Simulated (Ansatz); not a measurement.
# TiAl (Pm-3m) in Ansatz: notebook

Aim: see how the results for TiAl move with the level of theory and the settings. Levels: PBE, LDA, PBEsol. Tasks: band structure.

Program: Ansatz 0.2.0. These are calculated values, not measurements. Logs are shortened: lines on timing, memory, paths and dates and some standing lists are left out, and cuts for length are marked.

## 1. Starting point

The structure is cubic, space group Pm-3m (No. 221). Conventional cell: a = 3.179 Å, b = 3.179 Å, c = 3.179 Å, α = 90.00°, β = 90.00°, γ = 90.00°. Ti (site symmetry m-3m) is surrounded by 8 Al at 2.75 Å. Around Al (site symmetry m-3m) lie 8 Ti at 2.75 Å.

The cell comes from a database or a generator and needn't be the stable form of this composition.

## 2. Band structure, PBE

Contents of input.yaml:

```yaml
crystal:
  lattice:
    - [3.179064, 0.0, 0.0]
    - [0.0, 3.179064, 0.0]
    - [0.0, 0.0, 3.179064]
  atoms:
    - { symbol: Ti, position: [0.0, 0.0, 0.0] }
    - { symbol: Al, position: [0.5, 0.5, 0.5] }
hamiltonian:
  xc: pbe
  pseudopotentials: { kind: paw }
kpoints:
  mp_grid: { grid: [8, 8, 8] }
  band_path:
    path:
      - [[0.0, 0.0, 0.0], [0.0, 0.5, 0.0], [0.5, 0.5, 0.0], [0.0, 0.0, 0.0], [0.5, 0.5, 0.5], [0.0, 0.5, 0.0]]
      - [[0.5, 0.5, 0.0], [0.5, 0.5, 0.5]]
    npoints: 14
scf:
  occupations: { method: fermi_dirac, width: 0.05 }
  n_extra_bands: 6
output:
  forces: true
  stress: true
  eigenvalues: true
  fatbands: false
```

Potentials or basis: Ansatz PAW.

On the command line:

```console
ansatz run input.yaml --threads 2 --pin off --max-ram 5632MiB --backend cpu --events-out ev --progress --plain --runs-dir out
```

The program printed:

```text
Warning: RAYON_NUM_THREADS=2 ignored (pool sized by the plan → 2); use --threads N
scf.n_extra_bands = 6 over 8 filled bands (N_el = 15.0): the run solves 14 bands
Engine: ansatz 0.2.0, aarch64-unknown-linux-gnu
Pseudopotentials: kind: paw
Pseudopotential: Ti, paw, valence charge 12, recommended cutoff 420 eV (normal), Ti.paw.azcp
Pseudopotential: Al, paw, valence charge 3, recommended cutoff 420 eV (normal), Al.paw.azcp
Functional definition: PBE
  parameter kappa = 0.804
  parameter beta = 0.06672455060314922
  exchange = pbe_x(kappa = kappa, mu = beta*pi^2/3)
  correlation = pbe_c(beta = beta)
Crystal: 2 atoms, lattice volume = 32.129 Å³
Basis set: ecut = 420 eV, 619 PW (Γ), exchange–correlation on 48×48×48 points (8 copies of the dense FFT grid, shifted against one another)
Bands: 14, of which v1, the nominal top of the filled ones, is band 8 counted from 1 (7 counted from 0)
Symmetry: 48 space group operations
Space group: Pm-3m (ITA 221), of the structure as read, at distance tolerance 3.2e-5 Å
k-points: 35 of 512
Non-local potential: Ti, projectors of the file, l = 0: 3, l = 1: 2, l = 2: 3, l = 3: 1
Non-local potential: Al, projectors of the file, l = 0: 2, l = 1: 2, l = 2: 1
PAW form: soft (Blöchl's): semilocal exchange-correlation on the pseudo side does not see the compensation charge
PAW one-centre angular grid: Ti, 590 points (default); XC on 64 Gauss nodes
PAW one-centre angular grid: Al, 110 points (default); XC on 64 Gauss nodes
Initial density: superposition of atomic densities (neutral atoms: chi_scale 0, normalization atom), corrected by the library's trained network
Initial wavefunctions: pseudopotential atomic-orbital guess
Functional: x = pbe(κ = 0.804, μ = 0.2195149727645171), c = pbe(β = 0.06672455060314922)
SCF iter   1: F=—  HF=-3037.708989 eV  |F-HF|=—  |Δ(HF+E_count)|=         —  Δρ=7.16e-3  dr2=2.22e-2  ethr=1.77e-3  ⟨swp⟩=5.1  Hψ=2407  notcnv=0
preconditioner: auto → none  [metal: Δε(μ)=0.049 eV  Ē_g=6.765 eV  σ=0.050 eV  W_gap=0.24  n_scr=6 (ndim 8)  ℏωp=17.3 eV  f_vac=0.000  D(μ)=2.87/eV (n_scr^D=32)  sad-step TF]
SCF iter   2: F=—  HF=-3037.706672 eV  |F-HF|=—  |Δ(HF+E_count)|=   2.32e-3  Δρ=4.96e-3  dr2=1.22e-2  ethr=1.48e-4  ⟨swp⟩=1.0  Hψ=770  notcnv=0  defer=1
SCF iter   3: F=—  HF=-3037.703846 eV  |F-HF|=—  |Δ(HF+E_count)|=   2.83e-3  Δρ=6.50e-4  dr2=8.17e-5  ethr=8.15e-5  ⟨swp⟩=2.1  Hψ=716  notcnv=0  defer=1
SCF iter   4: F=—  HF=-3037.703836 eV  |F-HF|=—  |Δ(HF+E_count)|=   1.03e-5  Δρ=1.36e-4  dr2=4.53e-6  ethr=5.44e-7  ⟨swp⟩=2.4  Hψ=668  notcnv=0  defer=1
iter 5 did not close the SCF: its close was put off for the readings that it lacked (scf_convergence_deferred on its scf_iter line)
SCF iter   5: F=-3037.703835 eV  HF=-3037.703835 eV  |F-HF|=4.15e-8  |Δ(HF+E_count)|=   1.34e-6  Δρ=1.43e-5  dr2=5.39e-8  ethr=3.02e-8  ⟨swp⟩=2.7  Hψ=730  notcnv=0  defer=1
SCF iter   6: F=-3037.703835 eV  HF=-3037.703835 eV  |F-HF|=1.02e-10  |Δ(HF+E_count)|=   4.41e-9  Δρ=8.84e-7  dr2=9.14e-11  ethr=3.59e-10  ⟨swp⟩=3.0  Hψ=1646  notcnv=0
SCF 1 converged in 6 iterations: F = -3037.703835 eV  dr2 = 9.14e-11
NSCF: frozen V_eff on 86 k-points
SCF converged after 6 iterations
Free energy (F): -3037.703835 eV
Harris-Foulkes:  -3037.703835 eV  (|F-HF|=1.02e-10)
Internal energy: -3037.681024 eV  (E = F + TS)
E sigma→0 (E₀):  -3037.692430 eV
Entropy (-TS):   -0.022810 eV (-11.405 meV/atom)
Fermi energy:    11.454417 eV
--- Per-component energies (eV) ---
  E_band       = -162.391006
  E_kinetic    = 296.594086
  E_local      = -1021.281286  (includes V_loc(G=0)·N_el)
  E_nonlocal   = 19.299251
  E_hartree    = 435.013478
  E_xc         = -137.790303
  E_vxc        = -151.673284  (∫ρ·V_xc dr)
  E_paw        = -1515.602561  (= ΣΔE_a)
  E_vpaw       = -175.356666  (= ΣTr[D̂ρ^β])
  E_aug_tail   = 0.000130  (compensation charges beyond the density's cutoff)
  E_ewald      = -1113.913820
  E_smearing   = -0.022810  (= −TS)
  E_closure    = -0.000000  (closes the sum)
  Σ components = -3037.703835   (vs F -3037.703835, Δ=0.00e0)
--- Forces (eV/Å), atoms counted from 1 ---
  atom   1  Ti    -0.00000000     0.00000000     0.00000000
  atom   2  Al     0.00000000    -0.00000000    -0.00000000
  max |Σ_I F_I| component: 5.92e-31 eV/Å
--- Stress (GPa, compression-positive) ---
        0.866748       0.000000       0.000000
        0.000000       0.866748      -0.000000
       -0.000000       0.000000       0.866748
  P = ⅓ Tr σ = 0.8667 GPa (8.667 kbar)
--- Band table (eV; the first three rows and the last of 35) ---
  k-point 0: bands = ["-45.4164", "-21.6261", "-21.6261", "-21.6261", "2.1801", "10.0103", "10.0103", "13.2619", "13.2619", "13.2619", "15.8655", "15.8655", "15.8655", "20.2245"]
  k-point 1: bands = ["-45.4142", "-21.6515", "-21.6239", "-21.6239", "2.4284", "9.8587", "10.1207", "12.8798", "12.8798", "13.2910", "15.0102", "16.4305", "16.4305", "19.9025"]
  k-point 2: bands = ["-45.4090", "-21.7123", "-21.6186", "-21.6186", "3.1521", "9.0755", "10.4110", "12.2425", "12.2425", "13.3625", "14.2014", "17.6396", "17.6396", "19.1080"]
  k-point 34: bands = ["-45.3732", "-21.7522", "-21.7522", "-21.7522", "8.3619", "8.3619", "8.3619", "12.0818", "14.2501", "14.2501", "14.3578", "14.3578", "14.3578", "17.9856"]
```

Run time: 1.1 s. Hardware: 2 threads of Arm Neoverse V1, shared host; peak memory 0.28 GiB.

Results:

```
Free energy            : -3037.7038 eV
Pressure               : 0.9 GPa
Band gap on the k mesh : none (metal or under the smearing width)
```

Levels at the corners of the path, in eV from the Fermi level:
```tsv
point	band 3	band 4	band 5	band 6	band 7	band 8	band 9	band 10	band 11	band 12
Γ	-33.08	-33.08	-9.27	-1.44	-1.44	1.81	1.81	1.81	4.41	4.41
X	-33.07	-33.07	-6.04	-5.19	-0.55	0.15	0.15	2.01	2.99	6.48
M	-33.23	-33.05	-5.02	-2.11	-2.11	-1.47	0.71	0.71	2.73	4.70
Γ	-33.08	-33.08	-9.27	-1.44	-1.44	1.81	1.81	1.81	4.41	4.41
R	-33.21	-33.21	-3.09	-3.09	-3.09	0.63	2.80	2.80	2.90	2.90
X	-33.07	-33.07	-6.04	-5.19	-0.55	0.15	0.15	2.01	2.99	6.48
M	-33.23	-33.05	-5.02	-2.11	-2.11	-1.47	0.71	0.71	2.73	4.70
R	-33.21	-33.21	-3.09	-3.09	-3.09	0.63	2.80	2.80	2.90	2.90
```

## 3. Band structure, LDA

input.yaml, as its differences from that of step 2:

```diff
@@ -9,3 +9,3 @@
 hamiltonian:
-  xc: pbe
+  xc: lda
   pseudopotentials: { kind: paw }
@@ -26 +26,5 @@
   fatbands: false
+  write_density: true
+  write_potential: true
+  elf: true
+  volumetric_format: npy
```

Potentials or basis: Ansatz PAW.

On the command line:

```console
ansatz run input.yaml --threads 2 --pin off --max-ram 5632MiB --backend cpu --events-out ev --progress --plain --runs-dir out
```

Wall time 1.2 s (2 threads of Arm Neoverse V1, shared host); peak memory 0.29 GiB.

Results (log left out):

```yaml
Free_energy: -2963.7123 eV
Pressure: -5.8 GPa
Band_gap_on_the_k_mesh: none (metal or under the smearing width)
```

Levels at the corners of the path, in eV from the Fermi level:
| point | band 3 | band 4 | band 5 | band 6 | band 7 | band 8 | band 9 | band 10 | band 11 | band 12 |
| --- | --- | --- | --- | --- | --- | --- | --- | --- | --- | --- |
| Γ | -32.80 | -32.80 | -9.20 | -1.41 | -1.41 | 1.75 | 1.75 | 1.75 | 4.41 | 4.41 |
| X | -32.79 | -32.79 | -5.97 | -5.12 | -0.54 | 0.11 | 0.11 | 1.96 | 3.00 | 6.60 |
| M | -32.95 | -32.77 | -5.01 | -2.02 | -2.02 | -1.44 | 0.67 | 0.67 | 2.75 | 4.70 |
| Γ | -32.80 | -32.80 | -9.20 | -1.41 | -1.41 | 1.75 | 1.75 | 1.75 | 4.41 | 4.41 |
| R | -32.93 | -32.93 | -3.07 | -3.07 | -3.07 | 0.56 | 2.81 | 2.81 | 2.98 | 2.98 |
| X | -32.79 | -32.79 | -5.97 | -5.12 | -0.54 | 0.11 | 0.11 | 1.96 | 3.00 | 6.60 |
| M | -32.95 | -32.77 | -5.01 | -2.02 | -2.02 | -1.44 | 0.67 | 0.67 | 2.75 | 4.70 |
| R | -32.93 | -32.93 | -3.07 | -3.07 | -3.07 | 0.56 | 2.81 | 2.81 | 2.98 | 2.98 |

Caveat: the PAW data sets come from PBE, with cores solved anew for the run's functional, which leaves a small shift of forces and pressure.

## 4. Band structure, PBEsol

input.yaml, as its differences from that of step 3:

```diff
@@ -9,3 +9,3 @@
 hamiltonian:
-  xc: lda
+  xc: pbesol
   pseudopotentials: { kind: paw }
@@ -26,5 +26 @@
   fatbands: false
-  write_density: true
-  write_potential: true
-  elf: true
-  volumetric_format: npy
```

On the command line:

```console
ansatz run input.yaml --threads 2 --pin off --max-ram 5632MiB --backend cpu --events-out ev --progress --plain --runs-dir out
```

Wall time 1.1 s (2 threads of Arm Neoverse V1, shared host); peak memory 0.28 GiB.

Results (log left out):

```yaml
Free_energy: -2998.9853 eV
Pressure: -2.4 GPa
Band_gap_on_the_k_mesh: none (metal or under the smearing width)
```

Levels at the corners of the path, in eV from the Fermi level:
```tsv
point	band 4	band 5	band 6	band 7	band 8	band 9	band 10	band 11
Γ	-32.95	-9.25	-1.43	-1.43	1.80	1.80	1.80	4.41
X	-32.93	-6.01	-5.18	-0.54	0.14	0.14	2.00	3.02
M	-32.91	-5.01	-2.08	-2.08	-1.47	0.70	0.70	2.77
Γ	-32.95	-9.25	-1.43	-1.43	1.80	1.80	1.80	4.41
R	-33.07	-3.09	-3.09	-3.09	0.65	2.83	2.83	2.90
X	-32.93	-6.01	-5.18	-0.54	0.14	0.14	2.00	3.02
M	-32.91	-5.01	-2.08	-2.08	-1.47	0.70	0.70	2.77
R	-33.07	-3.09	-3.09	-3.09	0.65	2.83	2.83	2.90
```

Caveat: the PAW data sets come from PBE, with cores solved anew for the run's functional, which leaves a small shift of forces and pressure.

## 5. Overview

| level | gap on the mesh (eV) | pressure (GPa) |
| --- | --- | --- |
| PBE | none | 0.9 |
| LDA | none | -5.8 |
| PBEsol | none | -2.4 |

Alike in all rows: task band structure; potentials or basis Ansatz PAW; no spin polarisation; cell as given; k mesh 8 × 8 × 8; cutoff (eV) 420; smearing fermi-dirac 0.05 eV.

Every run on the cell as given and a fine mesh finds a metal. The pressure there spans -5.8 GPa (LDA) to 0.9 GPa (PBE); a positive pressure means that this level wants a larger cell, a negative one a smaller.

Caveats: the PAW data sets come from PBE, with cores solved anew for the run's functional, which leaves a small shift of forces and pressure (some runs).

Total energies depend on the potentials used, so only differences within one code and one set of settings carry meaning.
